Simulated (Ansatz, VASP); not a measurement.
**Two plane-wave programs on W**

The input INCAR:

```
ALGO = Fast
EDIFF = 1E-6
EDIFFG = -0.05
ENCUT = 600
GGA = PS
IBRION = 2
ISIF = 3
ISMEAR = 0
LASPH = T
LCHARG = F
LREAL = F
LWAVE = F
NELM = 80
NSW = 100
PREC = Accurate
SIGMA = 0.1
```

Contents of KPOINTS:

```
k-points
0
Gamma
  8 8 8
```

The input POSCAR:

```
W
1.0
   -1.6007500000      1.6007500000      1.6007500000
    1.6007500000     -1.6007500000      1.6007500000
    1.6007500000      1.6007500000     -1.6007500000
W
1
Direct
    0.0000000000      0.0000000000      0.0000000000
```

Input for Ansatz:

```yaml
crystal:
  lattice:
    - [-1.60075, 1.60075, 1.60075]
    - [1.60075, -1.60075, 1.60075]
    - [1.60075, 1.60075, -1.60075]
  atoms:
    - { symbol: W, position: [0.0, 0.0, 0.0] }
basis:
  ecutwfc: 420
kpoints:
  mp_grid: { grid: [8, 8, 8] }
hamiltonian:
  xc: pbesol
  pseudopotentials: { kind: paw, azcp: { folder: soft_1 } }
scf:
  occupations: { method: gaussian, width: 0.1 }
output:
  forces: true
  stress: true
  eigenvalues: true
relax:
  adjacent_minimum: "off"
  f_tol: 0.05
  max_steps: 80
  cell: { stress_tol: 0.5 }
```

Alike in both runs: task relaxation of cell and atoms; functional PBEsol; k mesh 8 × 8 × 8; occupations gaussian, width 0.1 eV; no spin polarisation.

|  | VASP | Ansatz |
| --- | --- | --- |
| version | VASP 6.6.1 | Ansatz 0.2.0 |
| potentials or method | VASP PAW PBE potentials, release 64 (W_sv) | scalar-relativistic, plane waves, PAW |
| plane-wave cutoff (eV) | 600 | 420 |
| valence electrons in the cell | 14 | 14 |

```csv
,VASP,Ansatz,Ansatz less VASP
"gap on the k mesh at the Fermi level, each at its own relaxed structure (eV)",none,none,-
relaxed volume (Å³/atom),15.76,15.71,-0.046
relaxed cell length with the largest relative difference (Å),2.735,2.733,-0.0027
energy change over the relaxation (meV/atom),-26,-29,-2.3
```

A gap of «none» marks a metal or a gap that the smearing closes. Ansatz warned: «pseudo_functional_mismatch».

Caveats: the PAW data sets were made with another functional, which shifts forces and pressure a little (VASP). Spin-orbit coupling is left out, which matters for the levels of W.
